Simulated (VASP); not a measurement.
Input of a VASP 6.6.1 run:

File INCAR:

```
ALGO = Fast
EDIFF = 1E-6
ENCUT = 520
GGA = RP
ICORELEVEL = 1
ISIF = 2
ISMEAR = 0
KPAR = 2
LASPH = T
LCHARG = F
LREAL = F
LWAVE = F
NBANDS = 26
NELM = 80
PREC = Accurate
SIGMA = 0.03
```

The input KPOINTS:

```
k-points
0
Gamma
  12 12 3
```

Contents of POSCAR:

```
SiC                                     
1.0
    3.1065423761      0.0000000001      0.0000000000
   -1.5532711829      2.6903446175      0.0000000000
    0.0000000000      0.0000000000     10.1693770868
  Si              C             
     4     4
Direct
     0.6666666699999979    0.3333333300000021    0.9378483025205290
     0.3333333300000021    0.6666666699999979    0.4378483025205289
     0.0000000000000000    0.0000000000000000    0.6879061798946896
     0.0000000000000000    0.0000000000000000    0.1879061798946897
     0.6666666699999979    0.3333333300000021    0.7498054986988522
     0.3333333300000021    0.6666666699999979    0.2498054986988521
     0.0000000000000000    0.0000000000000000    0.5004390188859367
     0.0000000000000000    0.0000000000000000    0.0004390188859366
```

File KPOINTS_OPT:

```
explicit points
96
Reciprocal
 0.0000000000  0.0000000000  0.0000000000 1
 0.0555555556  0.0000000000  0.0000000000 1
 0.1111111111  0.0000000000  0.0000000000 1
 0.1666666667  0.0000000000  0.0000000000 1
 0.2222222222  0.0000000000  0.0000000000 1
 0.2777777778  0.0000000000  0.0000000000 1
 0.3333333333  0.0000000000  0.0000000000 1
 0.3888888889  0.0000000000  0.0000000000 1
 0.4444444444  0.0000000000  0.0000000000 1
 0.5000000000  0.0000000000  0.0000000000 1
 0.5000000000  0.0000000000  0.0000000000 1
 0.4814814815  0.0370370370  0.0000000000 1
 0.4629629630  0.0740740741  0.0000000000 1
 0.4444444444  0.1111111111  0.0000000000 1
 0.4259259259  0.1481481481  0.0000000000 1
 0.4074074074  0.1851851852  0.0000000000 1
 0.3888888889  0.2222222222  0.0000000000 1
 0.3703703703  0.2592592592  0.0000000000 1
 0.3518518518  0.2962962963  0.0000000000 1
 0.3333333333  0.3333333333  0.0000000000 1
 0.3333333333  0.3333333333  0.0000000000 1
 0.2962962963  0.2962962963  0.0000000000 1
 0.2592592592  0.2592592592  0.0000000000 1
 0.2222222222  0.2222222222  0.0000000000 1
 0.1851851852  0.1851851852  0.0000000000 1
 0.1481481481  0.1481481481  0.0000000000 1
 0.1111111111  0.1111111111  0.0000000000 1
 0.0740740741  0.0740740741  0.0000000000 1
 0.0370370370  0.0370370370  0.0000000000 1
 0.0000000000  0.0000000000  0.0000000000 1
 0.0000000000  0.0000000000  0.0000000000 1
 0.0000000000  0.0000000000  0.0555555556 1
 0.0000000000  0.0000000000  0.1111111111 1
 0.0000000000  0.0000000000  0.1666666667 1
 0.0000000000  0.0000000000  0.2222222222 1
 0.0000000000  0.0000000000  0.2777777778 1
 0.0000000000  0.0000000000  0.3333333333 1
 0.0000000000  0.0000000000  0.3888888889 1
 0.0000000000  0.0000000000  0.4444444444 1
 0.0000000000  0.0000000000  0.5000000000 1
 0.0000000000  0.0000000000  0.5000000000 1
 0.0555555556  0.0000000000  0.5000000000 1
 0.1111111111  0.0000000000  0.5000000000 1
 0.1666666667  0.0000000000  0.5000000000 1
 0.2222222222  0.0000000000  0.5000000000 1
 0.2777777778  0.0000000000  0.5000000000 1
 0.3333333333  0.0000000000  0.5000000000 1
 0.3888888889  0.0000000000  0.5000000000 1
 0.4444444444  0.0000000000  0.5000000000 1
 0.5000000000  0.0000000000  0.5000000000 1
 0.5000000000  0.0000000000  0.5000000000 1
 0.4814814815  0.0370370370  0.5000000000 1
 0.4629629630  0.0740740741  0.5000000000 1
 0.4444444444  0.1111111111  0.5000000000 1
 0.4259259259  0.1481481481  0.5000000000 1
 0.4074074074  0.1851851852  0.5000000000 1
 0.3888888889  0.2222222222  0.5000000000 1
 0.3703703703  0.2592592592  0.5000000000 1
 0.3518518518  0.2962962963  0.5000000000 1
 0.3333333333  0.3333333333  0.5000000000 1
 0.3333333333  0.3333333333  0.5000000000 1
 0.2962962963  0.2962962963  0.5000000000 1
 0.2592592592  0.2592592592  0.5000000000 1
 0.2222222222  0.2222222222  0.5000000000 1
 0.1851851852  0.1851851852  0.5000000000 1
 0.1481481481  0.1481481481  0.5000000000 1
 0.1111111111  0.1111111111  0.5000000000 1
 0.0740740741  0.0740740741  0.5000000000 1
 0.0370370370  0.0370370370  0.5000000000 1
 0.0000000000  0.0000000000  0.5000000000 1
 0.5000000000  0.0000000000  0.5000000000 1
 0.5000000000  0.0000000000  0.4444444444 1
 0.5000000000  0.0000000000  0.3888888889 1
 0.5000000000  0.0000000000  0.3333333333 1
 0.5000000000  0.0000000000  0.2777777778 1
 0.5000000000  0.0000000000  0.2222222222 1
 0.5000000000  0.0000000000  0.1666666667 1
 0.5000000000  0.0000000000  0.1111111111 1
 0.5000000000  0.0000000000  0.0555555556 1
 0.5000000000  0.0000000000  0.0000000000 1
 0.3333333333  0.3333333333  0.0000000000 1
 0.3333333333  0.3333333333  0.0555555556 1
 0.3333333333  0.3333333333  0.1111111111 1
 0.3333333333  0.3333333333  0.1666666667 1
 0.3333333333  0.3333333333  0.2222222222 1
 0.3333333333  0.3333333333  0.2777777778 1
 0.3333333333  0.3333333333  0.3333333333 1
 0.3333333333  0.3333333333  0.3888888889 1
 0.3333333333  0.3333333333  0.4444444444 1
 0.3333333333  0.3333333333  0.5000000000 1
 0.0000000000  0.0000000000  0.0000000000 1
 0.0000000000  0.0000000000  0.5000000000 1
 0.3333333333  0.3333333333  0.5000000000 1
 0.3333333333  0.3333333333  0.0000000000 1
 0.5000000000  0.0000000000  0.5000000000 1
 0.5000000000  0.0000000000  0.0000000000 1
```

Potentials or basis: VASP PAW PBE potentials, release 64 (Si, C).

Command:

```console
$ cat potpaw_PBE.64/Si/POTCAR potpaw_PBE.64/C/POTCAR > POTCAR
$ mpirun -np 2 vasp_std > vasp.out
```

(1) What does it give for the band gap on the k mesh?

(2) Predict the band gap along the path.

(3) Predict the pressure.

## Answers

(1) 2.24 eV, indirect (least direct gap 3.34 eV).

(2) 2.24 eV, indirect (least direct gap 3.34 eV).

(3) 0.2 GPa.

Caveat: the PAW data sets were made with another functional, which shifts forces and pressure a little.
